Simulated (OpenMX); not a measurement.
Crystal: Sn.

```
Sn
1.0
    -2.94014    2.94014    1.59930
     2.94014   -2.94014    1.59930
     2.94014    2.94014   -1.59930
Sn
2
Direct
  0.00000 0.00000 0.00000
  0.75000 0.25000 0.50000
```

Program: OpenMX 3.8.5. Alike in all runs: task band structure; no spin polarisation; cell as given; smearing fermi-dirac 0.05 eV.

Q: Order these runs on this cell by their pressure, lowest first.
A. level PBE; potentials or basis OpenMX 2013 PBE set, Sn7.0-s3p2d2f1, grid cutoff 500 Ry; k mesh 7 × 7 × 7
B. level PBE; potentials or basis OpenMX 2013 PBE set, Sn7.0-s3p2d2, grid cutoff 500 Ry; k mesh 7 × 7 × 7
C. level LDA; potentials or basis OpenMX 2013 LDA set, Sn7.0-s3p2d2, grid cutoff 500 Ry; k mesh 9 × 9 × 9

A: C (-10.1 GPa), B (-7.8 GPa), A (0.6 GPa).

Caveats: the basis of atomic orbitals isn't converged, which shifts pressures, moduli and gaps.
